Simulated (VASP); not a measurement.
Te: relaxation of shape and atoms at fixed volume with PBE+D3(BJ)

The system is Te.

```
CELL_PARAMETERS angstrom
4.28209 0.00000 0.00000
-2.14105 3.70840 0.00000
0.00000 0.00000 5.93364
ATOMIC_POSITIONS crystal
Te 0.28531 0.00000 0.33333
Te 0.00000 0.28531 0.66667
Te 0.71469 0.71469 0.00000
```

The cell isn't the ideal one: a relaxed cell with its volume scaled by 0.98.

| Quantity | Value |
| --- | --- |
| Program | VASP 6.6.1 |
| Task | relaxation of shape and atoms at fixed volume |
| Functional | PBE |
| Dispersion | D3(BJ) |
| Potentials or basis | VASP PAW PBE potentials, release 64 (Te) |
| Cutoff | 600 eV |
| k mesh | 9 × 9 × 6 |
| Occupations | gaussian, width 0.03 eV |
| Spin | no spin polarisation |
| Further INCAR settings | ALGO = Normal; EDIFF = 1e-07; IBRION = 2; EDIFFG = -0.01; NSW = 40; ISIF = 4 |

The energy gained by relaxing is 0.9 meV/atom. The ionic steps are 4. The pressure after relaxing is 0.7 GPa, the largest force after relaxing is 0.009 eV/Å and the band gap on the k mesh is none (metal or under the smearing width). The dispersion energy per atom is -0.467 eV.

Forces on the atoms (eV/Å):
```
Te   0.009  0.000  0.000
Te  -0.005  0.008  0.000
Te  -0.005 -0.008  0.000
```

Step by step:
| step | energy change (eV) | largest force (eV/Å) | pressure (GPa) |
| --- | --- | --- | --- |
| 1 | 0.0000 | 0.0787 | 1.17 |
| 2 | -0.0014 | 0.0561 | 1.02 |
| 3 | -0.0026 | 0.0132 | 0.74 |
| 4 | -0.0027 | 0.0091 | 0.74 |

Final structure:
```cif
data_structure
_symmetry_space_group_name_H-M 'P 1'
_symmetry_Int_Tables_number 1
_cell_length_a 4.2642
_cell_length_b 4.2642
_cell_length_c 5.9834
_cell_angle_alpha 90.000
_cell_angle_beta 90.000
_cell_angle_gamma 120.000
_cell_volume 94.22
loop_
_atom_site_label
_atom_site_type_symbol
_atom_site_fract_x
_atom_site_fract_y
_atom_site_fract_z
_atom_site_occupancy
Te1 Te 0.28824 0.00000 0.33333 1
Te2 Te 0.00000 0.28824 0.66667 1
Te3 Te 0.71176 0.71176 0.00000 1
```

Levels at points of the mesh, in eV from the Fermi level:
| k point | band 6 | band 7 | band 8 | band 9 | band 10 | band 11 | band 12 | band 13 |
| --- | --- | --- | --- | --- | --- | --- | --- | --- |
| (0.00, 0.00, 0.00) | -2.53 | -1.78 | -1.78 | -1.19 | 1.02 | 1.02 | 1.78 | 4.82 |
| (0.00, 0.00, 0.50) | -2.64 | -1.23 | -0.78 | -0.78 | 0.22 | 0.37 | 0.37 | 3.59 |

Run time: 2.2 min on 1 thread of Intel(R) Xeon(R) Platinum 8488C (Sapphire Rapids), with other jobs on the host, peak memory 0.3 GiB.

Caveat: pairwise dispersion overbinds metals, which lowers pressure and volume. Spin-orbit coupling is left out, which matters for the levels of Te.
